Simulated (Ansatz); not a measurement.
## A self-consistent single point of the (110) slab of AlSb (cut from a parent of space group no. 216; 8 atoms in the cell) with Ansatz

Computed with PBE (plane waves, PAW; Ansatz, a first-principles code).

This input was run:

Ansatz 0.2 input:
```yaml
crystal:
  lattice:
    - [6.12158000, 0.00000000, 0.00000000]
    - [0.00000000, 4.32861100, 0.00000000]
    - [0.00000000, 0.00000000, 20.49289400]
  atoms:
    - { symbol: Al, position: [0.00000000, 0.25000000, 0.44719400] }
    - { symbol: Al, position: [0.50000000, 0.75000000, 0.34158200] }
    - { symbol: Al, position: [0.00000000, 0.25000000, 0.65841800] }
    - { symbol: Al, position: [0.50000000, 0.75000000, 0.55280600] }
    - { symbol: Sb, position: [0.25000000, 0.25000000, 0.34158200] }
    - { symbol: Sb, position: [0.75000000, 0.75000000, 0.44719400] }
    - { symbol: Sb, position: [0.25000000, 0.25000000, 0.55280600] }
    - { symbol: Sb, position: [0.75000000, 0.75000000, 0.65841800] }
basis:
  ecutwfc: 30.9 Ry
kpoints:
  mp_grid: { grid: [4, 5, 1] }
hamiltonian:
  xc: pbe
  pseudopotentials: { kind: paw }
scf:
  occupations: { method: fermi_dirac, width: 0.0007 Ry }
output:
  forces: true
  eigenvalues: true
  stress: true
```

Output (repeated stretches shortened):

```
WARN ansatz: RAYON_NUM_THREADS=1 ignored (pool sized by the plan → 1); use --threads N
Pseudopotentials: kind: paw
Pseudopotential: Al, paw, valence charge 3
Pseudopotential: Sb, paw, valence charge 15
Crystal: 8 atoms, lattice volume = 543.019 Å³
Basis set: ecut = 420.4159175005146 eV, 10667 PW (Γ), exchange–correlation on 90×60×288 points (8 copies of the dense FFT grid, shifted against one another)
Bands: 44, of which v1, the nominal top of the filled ones, is band 36 counted from 1 (35 counted from 0)
Symmetry: 4 space group operations
Space group: Pmn21 (ITA 31), of the structure as read, at distance tolerance 8.2e-5 Å
k-points: 9 of 20 (time reversal used)
Initial density: superposition of atomic densities (neutral atoms: chi_scale 0, normalization atom), corrected by the library's trained network
Initial wavefunctions: pseudopotential atomic-orbital guess
Eigensolver: davidson
Functional: x = pbe(κ = 0.804, μ = 0.2195149727645171), c = pbe(β = 0.06672455060314922)
SCF iter   1: F=—  HF=-28086.239835 eV  |F-HF|=—  |Δ(HF+E_count)|=         —  Δρ=1.69e-3  dr2=4.94e-2  ethr=1.77e-3  ⟨swp⟩=9.7  Hψ=1826  notcnv=0  defer=1
all-band conjugate gradients solve this SCF's bands
preconditioner: auto → Resta (q_TF=auto, 1.948 Å⁻¹)
SCF iter   2: F=—  HF=-28086.232804 eV  |F-HF|=—  |Δ(HF+E_count)|=   7.03e-3  Δρ=8.57e-4  dr2=7.77e-3  ethr=6.86e-5  ⟨swp⟩=3.9  Hψ=823  notcnv=0  defer=20
SCF iter   3: F=—  HF=-28086.233171 eV  |F-HF|=—  |Δ(HF+E_count)|=   3.67e-4  Δρ=3.17e-4  dr2=1.29e-3  ethr=1.08e-5  ⟨swp⟩=2.9  Hψ=573  notcnv=0  defer=20
SCF iter   4: F=—  HF=-28086.233527 eV  |F-HF|=—  |Δ(HF+E_count)|=   3.56e-4  Δρ=9.25e-5  dr2=1.02e-4  ethr=1.79e-6  ⟨swp⟩=2.0  Hψ=554  notcnv=0  defer=20
SCF iter   5: F=—  HF=-28086.233597 eV  |F-HF|=—  |Δ(HF+E_count)|=   6.96e-5  Δρ=3.77e-5  dr2=5.08e-5  ethr=1.42e-7  ⟨swp⟩=2.7  Hψ=636  notcnv=0  defer=20
SCF iter   6: F=—  HF=-28086.233569 eV  |F-HF|=—  |Δ(HF+E_count)|=   2.78e-5  Δρ=1.33e-5  dr2=4.33e-6  ethr=7.05e-8  ⟨swp⟩=2.0  Hψ=453  notcnv=0  defer=20
SCF iter   7: F=—  HF=-28086.233570 eV  |F-HF|=—  |Δ(HF+E_count)|=   1.33e-6  Δρ=5.19e-6  dr2=2.32e-7  ethr=6.01e-9  ⟨swp⟩=2.4  Hψ=576  notcnv=0  defer=20
SCF iter   8: F=-28086.233571 eV  HF=-28086.233571 eV  |F-HF|=2.76e-8  |Δ(HF+E_count)|=   2.27e-7  Δρ=1.26e-6  dr2=1.38e-8  ethr=1.39e-10  ⟨swp⟩=15.6  Hψ=1788  notcnv=0
SCF 1 converged in 8 iterations: F = -28086.233571 eV  dr2 = 1.38e-8
SCF converged after 8 iterations
Free energy (F): -28086.233571 eV
Harris-Foulkes:  -28086.233571 eV  (|F-HF|=2.76e-8)
Internal energy: -28086.233571 eV  (E = F + TS)
E sigma→0 (E₀):  -28086.233571 eV
Fermi energy:    0.274540 eV
--- Per-component energies (eV) ---
  E_band       = -1250.448395
  E_kinetic    = 913.783605
  E_local      = -28627.058452  (includes V_loc(G=0)·N_el)
  E_nonlocal   = 1496.139154
  E_hartree    = 13731.424227
  E_xc         = -706.577959
  E_vxc        = -492.694448  (∫ρ·V_xc dr)
  E_paw        = -20176.787585  (= ΣΔE_a)
  E_vpaw       = -2003.465327  (= ΣTr[D̂ρ^β])
  E_aug_tail   = -0.000014  (compensation charges beyond the density's cutoff)
  E_ewald      = 5282.843453
  E_smearing   = -0.000000  (= −TS)
  E_closure    = 0.000000  (closes the sum)
  Σ components = -28086.233571   (vs F -28086.233571, Δ=0.00e0)
--- Forces (eV/Å), atoms counted from 1 ---
  atom   1  Al     0.07864566     0.00000000    -0.02507304
  atom   2  Al    -0.57428138     0.00000000     0.86918350
  atom   3  Al    -0.57428138     0.00000000    -0.86918350
  atom   4  Al     0.07864566     0.00000000     0.02507304
  atom   5  Sb     0.03593423    -0.00000000    -1.08991148
  atom   6  Sb     0.45969615    -0.00000000    -0.49990257
  atom   7  Sb     0.45969615    -0.00000000     0.49990257
  atom   8  Sb     0.03593423    -0.00000000     1.08991148
  max |Σ_I F_I| component: 1.07e-5 eV/Å
--- Stress (GPa, compression-positive) ---
        0.426257      -0.000000      -0.000000
       -0.000000       0.661143      -0.000000
       -0.000000      -0.000000       0.757972
  P = ⅓ Tr σ = 0.6151 GPa (6.151 kbar)
  The stress holds the Pulay correction. Without it, at fixed plane waves, as pw.x and ABINIT print it: P = 0.6016 GPa
--- Band table (eV; the first three rows and the last of 9) ---
  k-point 0: bands = ["-28.2518", "-28.2488", "-28.2447", "-28.2431", "-28.2291", "-28.2272", "-28.2213", "-28.2212", "-28.2135", "-28.2125", "-27.8359", "-27.8358", "-27.8230", "-27.8230", "-27.7509", "-27.7509", "-27.7340", "-27.7340", "-27.7182", [...]
  k-point 1: bands = ["-28.2512", "-28.2486", "-28.2440", "-28.2429", "-28.2292", "-28.2277", "-28.2218", "-28.2217", "-28.2125", "-28.2117", "-27.8347", "-27.8347", "-27.8235", "-27.8235", "-27.7509", "-27.7509", "-27.7344", "-27.7344", "-27.7175", [...]
  k-point 2: bands = ["-28.2499", "-28.2489", "-28.2427", "-28.2424", "-28.2293", "-28.2287", "-28.2225", "-28.2224", "-28.2108", "-28.2105", "-27.8329", "-27.8329", "-27.8242", "-27.8242", "-27.7508", "-27.7508", "-27.7351", "-27.7351", "-27.7163", [...]
  k-point 8: bands = ["-28.2493", "-28.2493", "-28.2425", "-28.2425", "-28.2292", "-28.2292", "-28.2224", "-28.2224", "-28.2107", "-28.2107", "-27.8329", "-27.8329", "-27.8242", "-27.8242", "-27.7508", "-27.7508", "-27.7351", "-27.7351", "-27.7163", [...]
```

The run converged in 8 iterations.

The starting cell has typed, rounded lattice constants, without a prior relaxation at this level. The slab is cut from that crystal, and its faces are unrelaxed. Its lattice was rescaled by up to half a per cent. Spin-orbit coupling is off. Forces in this geometry exceed 1 eV/Å.
